Question: Why does ZnS → CdTe halve the stiffness, and why does HgTe then not get any softer?

I'm comparing these zincblende compounds as layer and substrate materials.

Zincblende compounds (space group F-43m), calculated with Ansatz 0.2.0: r2SCAN, plane-wave PAW, scalar-relativistic, no spin polarisation, 500 eV cutoff, Gaussian smearing. Each crystal was relaxed with its symmetry kept; the bulk modulus, its pressure derivative and the equilibrium volume come from a third-order Birch-Murnaghan fit to five volumes.

```
formula  element on site A  Z A  element on site B  Z B  difference of Pauling electronegativities  shortest distance (Å)    k mesh  smearing width  bulk modulus (GPa)  bulk modulus pressure derivative  equilibrium volume (Å³/atom)  energy over elements (eV/atom)  band gap on mesh (eV)
    ZnS                 Zn   30                  S   16                                       0.93                  2.334     8×8×8         0.02 eV                78.6                              4.31                         19.56                          -0.982                  2.703
   ZnSe                 Zn   30                 Se   34                                        0.9                  2.453     8×8×8         0.02 eV                65.3                              4.45                         22.73                          -0.851                  1.867
   CdSe                 Cd   48                 Se   34                                       0.86                  2.656     8×8×8         0.02 eV                51.6                              4.57                         28.84                          -0.764                  1.039
   CdTe                 Cd   48                 Te   52                                       0.41                  2.839     8×8×8         0.02 eV                40.3                              4.59                         35.25                          -0.568                  1.168
   HgTe                 Hg   80                 Te   52                                        0.1                  2.845  12×12×12          0.1 eV                40.1                              5.09                         35.49                          -0.201                  0.000
```

The bulk modulus drops at each step down to CdTe, which I put down to longer bonds being weaker. Then I looked at the pressure derivative of the bulk modulus. It says that a single crystal softens very quickly when its volume grows, much faster than the values fall from row to row. So is bond length the reason or not? And HgTe puzzles me. It has no gap and gains far less energy than CdTe when formed from the elements, yet it is just as stiff.

Answer:

Bond length is the right variable, but there are two ways to make a bond longer. You can pull on it, or you can build it from bigger atoms. The pressure derivative describes the first, your list of compounds the second, and they soften a crystal at very different rates.

Start with the list. The bulk modulus B is the pressure needed per relative change of volume, so it has the dimension of an energy per volume. All these compounds have the same arrangement of four bonds around each atom and the same eight s and p valence electrons per pair of atoms, besides the filled d shell of the metal. If the energy scale of the bonds is similar, going to bigger atoms mainly spreads it over more space. B times the equilibrium volume per atom, V, should then stay about constant.

Try it from ZnS to CdTe, taking only the constant from ZnS:

B(CdTe) ≈ 78.6 GPa × 19.56 / 35.25 = 43.6 GPa

The calculation gives 40.3 GPa, so the estimate is 8% too high. The larger volume accounts for most of the halving, and a slightly smaller B·V for the rest.

Now stretch one crystal instead. The pressures calculated for ZnS show its stiffness falling by 32% between a volume 4.5% below the relaxed one and a volume 4.5% above it. Along the series, the same ratio of volumes costs only about 10%. All five crystals behave like ZnS in this respect: each softens by roughly a third over that range.

The reason lies in the balance of forces in a bond. Shared electrons and opposite charges pull the atoms together, and this pull changes slowly with distance. The overlap of filled inner shells, and the cost of squeezing electrons together, push them apart, and this push changes steeply. A simple energy curve for bond length d contains both:

E(d) = −A/d^m + C/d^n, with n larger than m

Here A sets the strength of the attraction and C that of the repulsion. At the minimum the two forces cancel, which lets C be eliminated:

B·V = m(n − m)A / (9 d^m)

When you stretch a given crystal, C is fixed. The steep repulsion supplies all the upward curvature of the energy (the attraction alone would curve it downward), and it fades quickly as the atoms move apart, so the crystal softens fast. When you replace the atoms by bigger ones, C grows. The repulsive wall moves outward, and the new crystal settles where push and pull balance again. Its B·V is then set by the attraction at the new distance and by the steepness of the new wall. That product changes little along the list, and B itself falls mainly because V is larger. This is an argument from theory; the calculations show the two rates of softening, but they don't separate attraction from repulsion.

How far should B·V fall along the list? For charges of fixed size m would be 1, and with A and n also unchanged, B·V would drop by 18% from ZnS to CdTe, because the bond is 22% longer. The calculated drop is about 8%. The calculated values therefore lie between constant B·V and the point-charge picture, close to Cohen's empirical rule that B goes as d^−3.5. That needn't mean that the attraction fades more slowly than 1/d. A repulsion that gets steeper along the list would also hold B·V up, and the rising pressure derivatives point that way. In this model the pressure derivative is (m + n + 6)/3, so it fixes only the sum of the two exponents. With m = 1 and n read from it, the attraction term A/d comes out about a fifth weaker in CdTe than in ZnS, and the steeper wall makes up most of that loss. A nearly constant B·V can therefore be partly a cancellation and doesn't prove equally strong bonds.

HgTe now looks less strange. Its bond is only 0.2% longer than that of CdTe, so if B·V carries over it should be nearly as stiff, and that is what the calculation gives. Equal B·V needn't mean equal bonds, as the pressure derivative shows below. Mercury is hardly larger than cadmium here although it stands one row lower in the periodic table. The usual explanation is that its filled 4f shell screens the nucleus poorly and that relativity contracts its 6s shell. Both effects are contained in the calculation, but no run switches either of them off.

Neither of the two properties that worried you measures the curvature of the energy. The gap depends on a few states at the band edges, whereas B reflects how the energy of all the electrons responds to volume. The energy over the elements compares the compound with elemental mercury and tellurium, not with a compressed copy of itself. The gaps themselves are rough: r2SCAN tends to make them too small, and the missing spin-orbit coupling would lower that of CdTe by a few tenths of an eV more. The contrast with HgTe is expected to remain, although spin-orbit coupling together with the misfit strain of a layer can open a small gap where its bands touch here.

For your layers this pair is useful. Infrared detectors use alloys of HgTe and CdTe because composition changes the gap strongly. The calculated bond lengths of the end members differ by only 0.2%, so a layer of one on the other starts with very little misfit strain. Whether that strain is tension or compression should be taken from measured lattice constants: so small a difference is within the usual error of the functional, and in measurements HgTe is the slightly smaller crystal, not the larger one as here. Going from CdSe to CdTe, by contrast, changes the bond by 7%. The stress in a film also depends on the resistance to shear, which B alone doesn't give.

HgTe is still not a copy of CdTe. Its pressure derivative is 5.09 against 4.59, and the pressures confirm the difference independently of the energy fit. If I set m = 1 and take n from each crystal's pressure derivative, the model set at ZnS overshoots the three middle compounds by 4 to 7%, but HgTe by 31%. Within this model, then, HgTe can't share the other compounds' value of A. A weaker attraction combined with a steeper repulsion would give both its ordinary stiffness and its high pressure derivative. Relative to free atoms HgTe should indeed be bound more weakly: it gains less energy from the elements, and mercury itself is held together less strongly than cadmium. That doesn't carry over directly to A, because with m = 1 the curve is measured from free ions, and mercury is harder to ionise than cadmium. A smaller A would have to mean smaller effective charges, which fits the small electronegativity difference. The filled d shell of mercury, expected to lie closer to the tellurium p bands than that of cadmium, is a candidate for the steeper repulsion. No run here tests these ideas. HgTe was also run with a denser k mesh and a broader smearing. The entropy term of that smearing is tiny and hardly changes with volume, so it can't account for the difference. A gapless crystal is more sensitive to the k mesh, so an HgTe run with a still denser mesh would be the first thing to check.

A smaller irregularity is that B·V falls by 3 to 5% at both steps where the anion gets heavier, but hardly changes from ZnSe to CdSe. Electronegativity doesn't explain it: the difference barely moves from ZnS to ZnSe and drops strongly from CdSe to CdTe, yet the two losses are similar. I have no tested explanation for this either.

For another zincblende compound of zinc, cadmium or mercury with sulfur, selenium or tellurium, scale B from a known member. Set at ZnS, the inverse ratio of the equilibrium volumes missed by up to 8% here and the d^−3.5 rule by about 3%, so the latter is the better first estimate; both were tried on five compounds only, one of them with mercury. The much smaller oxides lie outside the range tested here. Don't carry the constant over to compounds of other groups, whose bonds can have a different energy scale. For a crystal under load, use its own pressure derivative instead. The output below compares the scaling rules, each set at ZnS, and gives a straight-line fit of log B against log V to all five compounds.

Output of the analysis:

```
B times V in eV per atom and misses of rules set at ZnS in percent:
   row     BV  constant_BV  d^-3.5    d^-4  d^-4_with_n_from_B'
   ZnS  9.596            0       0       0                    0
  ZnSe  9.264        3.581    1.14  -1.344                7.061
  CdSe  9.288        3.311  -3.099  -9.163                5.209
  CdTe  8.867        8.225  -1.737   -10.9                4.277
  HgTe  8.883        8.029  -1.974  -11.21                30.93
spread of B*V over the rows, largest over smallest, percent: 8.225
spread of B*d^3.5 over the rows, percent: 4.374
spread of B*d^4 over the rows, percent: 12.63
fit of log(bm) on 5 rows: constant 7.686 +/- 0.084, coefficient of log(vol) -1.118 +/- 0.025; rms 0.0103, worst CdSe -0.0174, leave-one-out rms 0.0148
change from the row above in percent (last column in Pauling units):
   row        B       V    bond      BV  chi_difference
  ZnSe   -16.92   16.21   5.099  -3.457           -0.03
  CdSe   -20.98   26.88   8.276  0.2611           -0.04
  CdTe    -21.9   22.23    6.89   -4.54           -0.45
  HgTe  -0.4963  0.6809  0.2113  0.1812           -0.31
B in GPa from pressures of one crystal near 0.955 and 1.045 of its volume:
   row  compressed  expanded  softening_percent  B'_from_pressures  B'_from_energy_fit
   ZnS       95.73     64.71              32.41              4.348                4.31
  ZnSe       79.69     53.45              32.92              4.433                4.45
  CdSe       63.36        42              33.72              4.565                4.57
  CdTe       49.91     32.84               34.2              4.646                4.59
  HgTe       50.62     31.98              36.82              5.098                5.09
softening along the series for the same volume ratio, percent: 9.583
mean B' over the size of the series exponent: 4.115
B of ZnS over B of CdTe: 1.95
energy over elements, HgTe less CdTe, eV/atom: 0.367
B', HgTe less CdTe: 0.5
```
